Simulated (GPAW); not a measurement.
MgO:

```
Mg O
1.0
     0.00000    2.09700    2.09700
     2.09700    0.00000    2.09700
     2.09700    2.09700    0.00000
Mg O
1 1
Direct
  0.00000 0.00000 0.00000
  0.50000 0.50000 0.50000
```

The cell is a database's computed one.

Program: GPAW 26.7.0. Alike in all runs: task single point; no spin polarisation; cell as given; k mesh 11 × 11 × 11; cutoff (eV) 800; smearing fermi-dirac 0.05 eV.

Problem. Order these runs on this cell by their band gap on the k mesh, lowest first.
A. level optB88-vdW; potentials or basis GPAW PAW data sets (gpaw-data 1.2.1), pw; older calculator (legacy_gpaw) yes
B. level LDA; potentials or basis the program's PAW data sets (release 1.2.1) made for this functional, pw
C. level TPSS; potentials or basis GPAW PAW data sets (gpaw-data 1.2.1), pw; eigensolver davidson
D. level r2SCAN; potentials or basis GPAW PAW data sets (gpaw-data 1.2.1), pw

Solution. B (4.80 eV), C (4.99 eV), A (5.15 eV), D (5.80 eV).

Runs at the PBE level aren't shown here.
